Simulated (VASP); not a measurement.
Here is a VASP 6.6.1 calculation.

Contents of POSCAR:

```
BaTe
1.0
    4.2448181569      0.0000000000      0.0000000000
    0.0000000000      4.2448181569      0.0000000000
    0.0000000000      0.0000000000      4.0330017309
Ba Te
1 1
Direct
    0.0000000000      0.0000000000      0.0000000000
    0.5000000000      0.5000000000      0.5000000000
```

INCAR.step1

```
SYSTEM = BaTe
ALGO = Normal ; EDIFF = 1E-4
ENCUT = 520 ; GGA = PE
ISMEAR = 0 ; LASPH = .TRUE.
LCHARG = .FALSE. ; LREAL = .FALSE.
LWAVE = .TRUE. ; NBANDS = 15
NELM = 100 ; PREC = Accurate
SIGMA = 0.01
```

The input INCAR.step2:

```
SYSTEM = BaTe
ALGO = Normal ; EDIFF = 1E-6
ENCUT = 520 ; ISIF = 2
ISMEAR = 0 ; ISTART = 1
LASPH = .TRUE. ; LCHARG = .TRUE.
LELF = .TRUE. ; LMIXTAU = .TRUE.
LREAL = .FALSE. ; LVHAR = .TRUE.
LWAVE = .FALSE. ; METAGGA = R2SCAN
NBANDS = 15 ; NELM = 100
PREC = Accurate ; SIGMA = 0.01
```

KPOINTS

```
k-points
0
G
  6 6 6
  0 0 0
```

Potentials or basis: VASP PAW PBE potentials, release 64 (Ba_sv, Te).

Launch:

```sh
$ cat potpaw_PBE.64/Ba_sv/POTCAR potpaw_PBE.64/Te/POTCAR > POTCAR
$ cp INCAR.step1 INCAR
$ mpirun -np 1 vasp_std > vasp.out
$ cp INCAR.step2 INCAR
$ mpirun -np 1 vasp_std > vasp.out
```

What does it give for the pressure?

2.5 GPa.

Estimate the band gap on the k mesh.

0.61 eV, indirect (least direct gap 0.88 eV).

Stress tensor (GPa, compression positive):
```
1.08 0.00 0.00
0.00 1.08 0.00
0.00 0.00 5.32
```

Caveat: the PAW data sets were made with another functional, which shifts forces and pressure a little; spin-orbit coupling is left out, which moves the levels of the heavy elements. A k mesh can miss the band edges.
